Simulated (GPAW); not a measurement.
Runs of GPAW 26.7.0 on CuO. It takes space group P4_2/mmc (No. 131, tetragonal). The conventional cell has a = 3.422 Å, b = 3.422 Å, c = 4.260 Å, α = 90.00°, β = 90.00°, γ = 90.00°. Around Cu (site symmetry mmm) lie 4 O at 2.02 Å. Around O (site symmetry -4m2) lie 4 Cu at 2.02 Å and 2 O at 2.13 Å. Measurements of this composition are mostly on another form, of space group No. 15.

```tsv
task	level	potentials or basis	cell	k mesh	cutoff (eV)	maxiter	optimizer	fmax	max steps	other keys	gap on the mesh (eV)	pressure (GPa)	relaxed volume (Å³/atom)
single point	PBE	GPAW PAW data sets (gpaw-data 1.2.1), pw	as given	6 × 6 × 5	700	75	-	-	-	several, not listed	none	-2.5	-
single point	PBE	GPAW PAW data sets (gpaw-data 1.2.1), pw	as given	10 × 10 × 8	800	100	-	-	-	several, not listed	none	(a)	-
relaxation of cell and atoms	PBEsol+D4	PAW data sets generated in the run's folder for this functional, pw	relaxed	6 × 6 × 5	800	150	BFGS	0.01 eV/Å	60	-	none	0.0	10.67
relaxation of cell and atoms	revPBE+D4	the program's PAW data sets (release 1.2.1) made for this functional, pw	relaxed	6 × 6 × 5	800	150	LBFGS	0.01 eV/Å	100	-	none	-0.1	11.02
```

Alike in all rows: no spin polarisation; smearing fermi-dirac 0.05 eV.

Task: Estimate the missing entries.

Result: (a) -1.7.

Caveats: with this Cu data set, volumes or pressures lay over 1.5 % or 2 GPa off other programs in two to four cells of ten; the run has no spin polarisation, though such a crystal can be magnetic; semilocal functionals often make such compounds metallic where correlation or magnetic order opens a gap, which also shifts bond lengths; later steps reuse the first step's grids (some runs); pairwise dispersion overbinds metals, which lowers pressure and volume (some runs); the cutoff is short for stress and forces, so pressures can be off by a GPa or more (some runs).

A gap of «none» marks a metal or a gap under the smearing width.
